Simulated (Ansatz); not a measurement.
**A single-point run on GeSe**

One self-consistent run on GeSe (a crystal from a database, its volume scaled a little), nothing relaxed, to see its forces and stress, its levels, and how its atoms share the electrons.

Method: DFT, r2SCAN, no spin polarisation, plane waves, PAW, in Ansatz 0.2.0.

## (1) The system as given

It takes space group Pnma (No. 62, orthorhombic). Conventional cell: a = 10.811 Å, b = 3.827 Å, c = 4.388 Å, α = 90.00°, β = 90.00°, γ = 90.00°. Ge (site symmetry m) is surrounded by 3 Se at 2.54 to 2.59 Å. Se (site symmetry m) is surrounded by 3 Ge at 2.54 to 2.59 Å.

The coordinates stand in the input below.

Its first density is an earlier solution for the same cell, read from a checkpoint.

## (2) The calculation

The input, input.yaml:

```yaml
crystal:
  lattice:
    - [4.388328, 0.0, 0.0]
    - [0.0, 3.827263, 0.0]
    - [0.0, 0.0, 10.810516]
  atoms:
    - { symbol: Ge, position: [0.106, 0.25, 0.879] }
    - { symbol: Ge, position: [0.394, 0.25, 0.379] }
    - { symbol: Ge, position: [0.606, 0.75, 0.621] }
    - { symbol: Ge, position: [0.894, 0.75, 0.121] }
    - { symbol: Se, position: [0.503, 0.25, 0.148] }
    - { symbol: Se, position: [0.997, 0.25, 0.648] }
    - { symbol: Se, position: [0.003, 0.75, 0.352] }
    - { symbol: Se, position: [0.497, 0.75, 0.852] }
  symmetry: { tolerance: 0.0003 }
kpoints:
  mp_grid: { grid: [6, 7, 3], shift: [0, 0, 0] }
  band_path:
    path:
      - [0.0, 0.0, 0.0]
      - [0.0, 0.0, -0.5]
      - [0.0, -0.5, -0.5]
      - [0.0, -0.5, 0.0]
      - [0.0, 0.0, 0.0]
      - [-0.5, 0.0, 0.0]
      - [-0.5, 0.0, -0.5]
      - [-0.5, -0.5, -0.5]
      - [-0.5, -0.5, 0.0]
      - [-0.5, 0.0, 0.0]
      - [0.0, 0.0, -0.5]
    npoints: 6
magnetization:
  spin_polarized: false
scf:
  occupations: { method: fermi_dirac, width: 0.0131 }
  lower_state_search: "off"
  max_iter: 200
hamiltonian:
  pseudopotentials: { kind: paw }
  xc: r2scan
basis:
  ecutwfc: 500
  fft_grid_basis: typed
output:
  forces: true
  stress: true
  eigenvalues: true
  bader: true
  populations: true
  elf: true
  write_potential: true
  volumetric_format: npy
  dos:
    e_range: [-12, 8]
    de: 0.05
    projected: { site_lists: { Ge: [Ge], Se: [Se] } }
checkpoint:
  read: saved_state
```

Before running it: what results should come out? Wanted: largest force; pressure; gap; least direct gap; Bader charges.

As calculated:

```
                                      quantity                 value
                                 largest force      0.221 eV/Å on Se
                                      pressure               1.5 GPa
formation energy (elements from separate runs)         -0.19 eV/atom
                           gap (mesh and path)     0.86 eV, indirect
                              least direct gap               0.95 eV
                                 Bader charges  Ge +0.69, Se -0.69 e
```

**Reading.** There is a gap of 0.86 eV, with the least direct gap at 0.95 eV; within 0.7 eV of the edges the states project mainly on Se p (62 %), Ge s (20 %) and Ge p (16 %) below and Ge p (61 %) and Se p (18 %) above. Gaps from semilocal functionals tend to lie below the measured ones. The pressure of 1.5 GPa says the cell is too small. Against the elements' reference phases (Ge diamond, Se trigonal (grey) selenium; separate runs with the same functional) the formation energy is -0.19 eV per atom, a bound cell by that test. Ge loses most charge (+0.69 e on average) and Se gains most (-0.69 e).
